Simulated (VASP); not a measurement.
# SiNi2 (k07) (Pnma) in VASP: single point with PBE

Aim: the single point of SiNi2 (k07) with PBE.

Everything below comes from runs of VASP 6.6.1. Logs are shortened: lines on timing, memory, paths and dates and some standing lists are left out, and cuts for length are marked.

## Step 1: Starting point

It takes space group Pnma (No. 62, orthorhombic). The conventional cell has a = 4.990 Å, b = 3.720 Å, c = 7.030 Å, α = 90.00°, β = 90.00°, γ = 90.00°. Around Si (site symmetry m) lie 9 Ni at 2.28 to 2.57 Å. Around Ni (site symmetry m) lie 5 Si at 2.34 to 2.57 Å and 6 Ni at 2.53 to 2.62 Å. Around Ni (site symmetry m) lie 4 Si at 2.28 to 2.33 Å and 4 Ni at 2.53 to 2.62 Å.

## Step 2: Single point, PBE

Input file INCAR:

```
SYSTEM = SiNi2
  PREC = Accurate
  ENCUT = 520
  EDIFF = 1E-6
  ISMEAR = 0
  SIGMA = 0.1
  LREAL = .FALSE.
  LASPH = .TRUE.
  NELM = 100
  ALGO = Fast
  ISIF = 2
  LWAVE = .FALSE.
  LCHARG = .FALSE.
  GGA = PE
  NBANDS = 60
```

Input file KPOINTS:

```
Automatic mesh
0
G
  4 6 4
  0 0 0
```

Input file POSCAR:

```
SiNi2
1.0
    4.9900000000      0.0000000000      0.0000000000
    0.0000000000      3.7200000000      0.0000000000
    0.0000000000      0.0000000000      7.0300000000
Si Ni
4 8
Direct
    0.2860000000      0.7500000000      0.6140000000
    0.7140000000      0.2500000000      0.3860000000
    0.2140000000      0.2500000000      0.1140000000
    0.7860000000      0.7500000000      0.8860000000
    0.9580000000      0.7500000000      0.2030000000
    0.0420000000      0.2500000000      0.7970000000
    0.5420000000      0.2500000000      0.7030000000
    0.4580000000      0.7500000000      0.2970000000
    0.8250000000      0.7500000000      0.5630000000
    0.1750000000      0.2500000000      0.4370000000
    0.6750000000      0.2500000000      0.0630000000
    0.3250000000      0.7500000000      0.9370000000
```

Potentials or basis: VASP PAW PBE potentials, release 64 (Si, Ni).

The run is started by

```
$ cat potpaw_PBE.64/Si/POTCAR potpaw_PBE.64/Ni/POTCAR > POTCAR
$ mpirun -np 1 vasp_std > vasp.out
```

OUTCAR:

```text
SYSTEM = SiNi2
   PREC = Accurate
   ENCUT = 520
   EDIFF = 1E-6
   ISMEAR = 0
   LREAL = .FALSE.
   LASPH = .TRUE.
   NELM = 100
   ISIF = 2
   GGA = PE

 ion  position               nearest neighbor table
   1  0.286  0.750  0.614-  12 2.28  10 2.31  10 2.31   9 2.33   7 2.34   7 2.34   8 2.39   6 2.57
                             6 2.57   9 2.71   4 3.14   4 3.14
   2  0.714  0.250  0.386-  11 2.28   9 2.31   9 2.31  10 2.33   8 2.34   8 2.34   7 2.39   5 2.57
                             5 2.57  10 2.71   3 3.14   3 3.14
   3  0.214  0.250  0.114-  10 2.28  12 2.31  12 2.31  11 2.33   5 2.34   5 2.34   6 2.39   8 2.57
                             8 2.57  11 2.71   2 3.14   2 3.14
   4  0.786  0.750  0.886-   9 2.28  11 2.31  11 2.31  12 2.33   6 2.34   6 2.34   5 2.39   7 2.57
                             7 2.57  12 2.71   1 3.14   1 3.14
   5  0.958  0.750  0.203-   3 2.34   3 2.34   4 2.39  11 2.53  11 2.53   2 2.57   2 2.57   8 2.58
                             8 2.58   9 2.62  12 2.62  10 2.71  10 2.71
   6  0.042  0.250  0.797-   4 2.34   4 2.34   3 2.39  12 2.53  12 2.53   1 2.57   1 2.57   7 2.58
                             7 2.58  10 2.62  11 2.62   9 2.71   9 2.71
   7  0.542  0.250  0.703-   1 2.34   1 2.34   2 2.39   9 2.53   9 2.53   4 2.57   4 2.57   6 2.58
                             6 2.58  11 2.62  10 2.62  12 2.71  12 2.71
   8  0.458  0.750  0.297-   2 2.34   2 2.34   1 2.39  10 2.53  10 2.53   3 2.57   3 2.57   5 2.58
                             5 2.58  12 2.62   9 2.62  11 2.71  11 2.71
   9  0.825  0.750  0.563-   4 2.28   2 2.31   2 2.31   1 2.33   7 2.53   7 2.53   5 2.62   8 2.62
                            10 2.70  10 2.70   6 2.71   6 2.71   1 2.71
  10  0.175  0.250  0.437-   3 2.28   1 2.31   1 2.31   2 2.33   8 2.53   8 2.53   6 2.62   7 2.62
                             9 2.70   9 2.70   5 2.71   5 2.71   2 2.71
  11  0.675  0.250  0.063-   2 2.28   4 2.31   4 2.31   3 2.33   5 2.53   5 2.53   7 2.62   6 2.62
                            12 2.70  12 2.70   8 2.71   8 2.71   3 2.71
  12  0.325  0.750  0.937-   1 2.28   3 2.31   3 2.31   4 2.33   6 2.53   6 2.53   8 2.62   5 2.62
                            11 2.70  11 2.70   7 2.71   7 2.71   4 2.71

  LATTYP: Found a simple orthorhombic cell.
 ALAT       =     3.7200000000
 B/A-ratio  =     1.3413978495
 C/A-ratio  =     1.8897849462

  Lattice vectors:

 A1 = (   0.0000000000,  -3.7200000000,   0.0000000000)
 A2 = (   4.9900000000,   0.0000000000,   0.0000000000)
 A3 = (   0.0000000000,   0.0000000000,   7.0300000000)

Analysis of symmetry for initial positions (statically):
=====================================================================
 Subroutine PRICEL returns:
 Original cell was already a primitive cell.

 Routine SETGRP: Setting up the symmetry group for a
 simple orthorhombic supercell.

 Subroutine GETGRP returns: Found  8 space group operations
 (whereof  2 operations were pure point group operations)
 out of a pool of  8 trial point group operations.

The static configuration has the point symmetry S_2 .
 The point group associated with its full space group is D_2h.

Analysis of symmetry for dynamics (positions and initial velocities):
=====================================================================
 Subroutine PRICEL returns:
 Original cell was already a primitive cell.

 Routine SETGRP: Setting up the symmetry group for a
 simple orthorhombic supercell.

 Subroutine GETGRP returns: Found  8 space group operations
 (whereof  2 operations were pure point group operations)
 out of a pool of  8 trial point group operations.

The dynamic configuration has the point symmetry S_2 .
 The point group associated with its full space group is D_2h.

 Subroutine INISYM returns: Found  8 space group operations
 (whereof  2 operations are pure point group operations),
 and found     1 'primitive' translations

----------------------------------------------------------------------------------------

                                     Primitive cell

  volume of cell :     130.4965

  direct lattice vectors                    reciprocal lattice vectors
     4.990000000  0.000000000  0.000000000     0.200400802  0.000000000  0.000000000
     0.000000000  3.720000000  0.000000000     0.000000000  0.268817204  0.000000000
     0.000000000  0.000000000  7.030000000     0.000000000  0.000000000  0.142247511

  length of vectors
     4.990000000  3.720000000  7.030000000     0.200400802  0.268817204  0.142247511

  position of ions in fractional coordinates (direct lattice)
[... 43 lines left out ...]
  Length of vectors
     0.050100200  0.044802867  0.035561878

  Shift w.r.t. Gamma in fractional coordinates (k-lattice)
     0.000000000  0.000000000  0.000000000

 Subroutine IBZKPT returns following result:
 ===========================================

 Found     36 irreducible k-points:

 Following reciprocal coordinates:
            Coordinates               Weight
  0.000000  0.000000  0.000000      1.000000
  0.250000  0.000000  0.000000      2.000000
  0.500000  0.000000  0.000000      1.000000
  0.000000  0.166667  0.000000      2.000000
  0.250000  0.166667  0.000000      4.000000
  0.500000  0.166667  0.000000      2.000000
[... 16 lines left out ...]
  0.250000  0.500000  0.250000      4.000000
  0.500000  0.500000  0.250000      2.000000
 [... further k-points ...]
   k-points           NKPTS =     36   k-points in BZ     NKDIM =     36   number of bands    NBANDS=     60
   number of dos      NEDOS =    301   number of ions     NIONS =     12
   total plane-waves  NPLWV =  60480
   dimension x,y,z NGX =    40 NGY =   28 NGZ =   54
   dimension x,y,z NGXF=    80 NGYF=   56 NGZF=  108
   ions per type =               4   8
   NGX,Y,Z   is equivalent  to a cutoff of  13.33, 12.51, 12.77 a.u.
   NGXF,Y,Z  is equivalent  to a cutoff of  26.65, 25.03, 25.54 a.u.
 SYSTEM =  SiNi2
   PREC   = accura    normal or accurate (medium, high low for compatibility)
   ISTART =      0    job   : 0-new  1-cont  2-samecut
   ICHARG =      2    charge: 1-file 2-atom 10-const
   ISPIN  =      1    spin polarized calculation?
   LNONCOLLINEAR =      F non collinear calculations
   LSORBIT =      F    spin-orbit coupling
   LASPH  =      T    aspherical Exc in radial PAW
   ENCUT  =  520.0 eV  38.22 Ry    6.18 a.u.   9.28  6.92 13.07*2*pi/ulx,y,z
   NELM   =    100;   NELMIN=  2; NELMDL= -5     # of ELM steps
   EDIFF  = 0.1E-05   stopping-criterion for ELM
   LREAL  =      F    real-space projection
   EDIFFG = 0.1E-04   stopping-criterion for IOM
   NSW    =      0    number of steps for IOM
   IBRION =     -1    ionic relax: 0-MD 1-quasi-New 2-CG
   NFREE  =      0    steps in history (QN), initial steepest desc. (CG)
   ISIF   =      2    stress and relaxation
   ISYM   =      2    0-nonsym 1-usesym 2-fastsym
   POTIM  = 0.5000    time-step for ionic-motion
   TEBEG  =    0.0;   TEEND  =   0.0 temperature during run
   PSTRESS=    0.0 pullay stress
   NELECT =      96.0000    total number of electrons
   NUPDOWN=      -1.0000    fix difference up-down
   EMIN   =  10.00;   EMAX   =-10.00  energy-range for DOS
   EFERMI =   0.00;   METHOD = LEGACY
   ISMEAR =     0;   SIGMA  =   0.10  broadening in eV -4-tet -1-fermi 0-gaus
   EFERMI_NEDOS =   21; number of points for ismear=-14 and -15
   IALGO  =     68    algorithm
   IMIX   =      4    mixing-type and parameters
     AMIX     =   0.40;   BMIX     =  1.00
     AMIX_MAG =   1.60;   BMIX_MAG =  1.00
  volume/ion in A,a.u.               =      10.87        73.39
  Fermi-wavevector in a.u.,A,eV,Ry     =   1.477857  2.792744 29.715943  2.184060
  Thomas-Fermi vector in A             =   2.592209
   LORBIT       =      0    0 simple, 1 ext, 2 COOP (PROOUT), +10 PAW based schemes
   GGA     = PE    functional components
   LHFCALC =     F    Hartree Fock is set to
   AEXX    =    0.0000 exact exchange contribution
   IVDW    =     0    specifies the selected vdW correction
   LEPSILON=     F    determine dielectric tensor
   LRPA    =     F    only Hartree local field effects (RPA)
 non-spin polarized calculation
 RMM-DIIS sequential band-by-band and
 Gauss-broadening in eV      SIGMA  =   0.10
  energy-cutoff  :      520.00
  volume of cell :      130.50
 maximum number of plane-waves:      3556
 NGX is ok and might be reduce to    40
   NGX = 19   NGY = 13   NGZ = 27

 number of electron      95.9999954 magnetization

 Free energy of the ion-electron system (eV)
  ---------------------------------------------------
  ext. energy  EPLUGINS =         0.00000000
  ---------------------------------------------------
  free energy    TOTEN  =       -72.07578708 eV

  energy without entropy =      -72.04864899  energy(sigma->0) =      -72.06221804

 E-fermi :  11.2275     XC(G=0): -12.9477

 val. band max:       11.2215564331   @ k =   0.0000   0.3333   0.2500
 cond. band min:      11.2276595608   @ k =   0.5000   0.5000   0.0000
 fundamental gap:      0.0061031277
 Fermi energy:        11.2274753639

 k-point     1 :       0.0000    0.0000    0.0000
  band No.  band energies     occupation
      1      -1.4849      2.00000
      2       1.1095      2.00000
      3       1.1672      2.00000
      4       2.9695      2.00000
      5       4.5640      2.00000
      6       5.0232      2.00000
[... 1501 lines left out ...]
     59      16.6090      0.00000
     60      16.6090      0.00000

 [... further k-points ...]

------------------------ aborting loop because EDIFF is reached ----------------------------------------

  FORCE on cell =-STRESS in cart. coord.  units (eV):
  Direction    XX          YY          ZZ          XY          YZ          ZX
  --------------------------------------------------------------------------------------
  -------------------------------------------------------------------------------------
  Total        1.8691329      3.3412502      3.1373064      0.0000000      0.0000000      0.0000000
  in kB       22.9483761     41.0223718     38.5184417      0.0000000      0.0000000      0.0000000
  external PRESSURE =      34.1630632 kB  Pullay stress =       0.0000000 kB

 VOLUME and BASIS-vectors are now :
 -----------------------------------------------------------------------------
  energy-cutoff  :      520.00
  volume of cell :      130.50
      direct lattice vectors                 reciprocal lattice vectors
     4.990000000  0.000000000  0.000000000     0.200400802  0.000000000  0.000000000
     0.000000000  3.720000000  0.000000000     0.000000000  0.268817204  0.000000000
     0.000000000  0.000000000  7.030000000     0.000000000  0.000000000  0.142247511

 POSITION                                       TOTAL-FORCE (eV/Angst)
 -----------------------------------------------------------------------------------
      1.42714      2.79000      4.31642        -0.030318     -0.000000     -0.065492
      3.56286      0.93000      2.71358         0.030318     -0.000000      0.065492
      1.06786      0.93000      0.80142         0.030318     -0.000000     -0.065492
      3.92214      2.79000      6.22858        -0.030318      0.000000      0.065492
      4.78042      2.79000      1.42709         0.099908     -0.000000      0.226694
      0.20958      0.93000      5.60291        -0.099908     -0.000000     -0.226694
      2.70458      0.93000      4.94209        -0.099908     -0.000000      0.226694
      2.28542      2.79000      2.08791         0.099908     -0.000000     -0.226694
      4.11675      2.79000      3.95789         0.246094     -0.000000     -0.238296
      0.87325      0.93000      3.07211        -0.246094      0.000000      0.238296
      3.36825      0.93000      0.44289        -0.246094      0.000000     -0.238296
      1.62175      2.79000      6.58711         0.246094     -0.000000      0.238296
 -----------------------------------------------------------------------------------
    total drift:                               -0.000000      0.000000      0.000000

  FREE ENERGIE OF THE ION-ELECTRON SYSTEM (eV)
  ---------------------------------------------------
  free  energy   TOTEN  =       -72.0757870848 eV

  energy  without entropy=      -72.0486489901  energy(sigma->0) =      -72.06221804
```

Run time: 5.8 min. Hardware: 1 thread of Intel Xeon Platinum 8488C (Sapphire Rapids), shared host; peak memory 0.36 GiB.

Results:

```yaml
Free_energy: -72.0758 eV
Pressure: 3.4 GPa
Largest_force: 0.343 eV/Å
Band_gap_on_the_k_mesh: none (metal or under the smearing width)
```

Forces on the atoms (eV/Å):
```
Si  -0.030  0.000 -0.065
Si   0.030  0.000  0.065
Si   0.030  0.000 -0.065
Si  -0.030  0.000  0.065
Ni   0.100  0.000  0.227
Ni  -0.100  0.000 -0.227
Ni  -0.100  0.000  0.227
Ni   0.100  0.000 -0.227
Ni   0.246  0.000 -0.238
Ni  -0.246  0.000  0.238
Ni  -0.246  0.000 -0.238
Ni   0.246  0.000  0.238
```

Stress tensor (GPa, compression positive):
```
2.29 0.00 0.00
0.00 4.10 0.00
0.00 0.00 3.85
```

Spin polarisation is off, so any magnetic state and its effect on volume and gap are missing.
